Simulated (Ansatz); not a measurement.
**Compressing BiTe: a fit and a missing row**

BiTe, Fm-3m, a = 6.467 Å. The structure is a COD entry; whether it is the stable form wasn't checked. Ansatz: r2SCAN, PAW, 500 eV, Γ-centred 12×12×12 mesh on 2 atoms, Gaussian smearing 0.10 eV; no spin polarisation. Symmetry fixes shape and atoms, so the cell is only scaled; pressure is positive in compression.

| V (Å³/atom) | P (GPa) |
| --- | --- |
| 29.745 | ? |
| 30.759 | 6.04 |
| 31.773 | 3.69 |
| 32.787 | 1.70 |
| 33.801 | 0.03 |
| 34.815 | -1.38 |
| 35.829 | -2.57 |
| 37.181 | -3.88 |

Problem. Take V0 = 33.801 Å³/atom, count pressures from its P0 = 0.03 GPa, fit the third-order Birch–Murnaghan form to the other rows, and predict the missing pressure.

Solution. With the Eulerian strain f = ½[(V0/V)^(2/3) − 1] and y = (P − P0)/[3f(1 + 2f)^(5/2)], the form is the line y = B0 + 1.5 B0 (B0′ − 4) f. Rows (f, y): 0.03245, 52.8; 0.02106, 52.3; 0.01026, 51.6; -0.00976, 50.6; -0.01905, 50.1; -0.03078, 49.6. Means f = 0.0006967, y = 51.167; Σ(Δf)² = 0.003004, ΣΔfΔy = 0.1554; the slope is their ratio. y = 51.13 + 51.72 f GPa, so B0 = 51.1 GPa and B0′ = 4 + 2 × (51.72)/(3 × 51.13) = 4.67. At V = 29.745, f = 0.04448, y = 53.43 and P = 8.85 GPa. The run gave 8.84 GPa, so the fit is 0.01 GPa too high, a small miss on the scale of the series.

Spin–orbit coupling is left out, which can shift energies with elements as heavy as these.